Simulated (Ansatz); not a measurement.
# BN: ε∞ with and without local fields

Plane-wave DFT in Ansatz with scalar-relativistic PAW potentials. The crystal relaxes under PBE to Cm with a = 4.351 Å, b = 2.512 Å, c = 4.736 Å, β = 117.1°, 11.52 Å³/atom. No spin polarisation. This form isn't the usual stable structure of the compound.

A sum over independent transitions (PBE+D3(BJ), gap on the mesh 4.20 eV) gives a mean ε∞ of 4.28.

Problem. What does self-consistent linear response to a field give, and why do the two differ?

Solution. 4.10, which is 4.1 % lower. The response calculation lets the induced density act back: the Hartree local fields oppose the polarisation and lower ε∞, more so where the density is uneven, while the exchange-correlation kernel raises it again by part of that. The net effect here is a decrease, as usual.

The cell holds layers, and where no dispersion correction was added their binding is poorly described.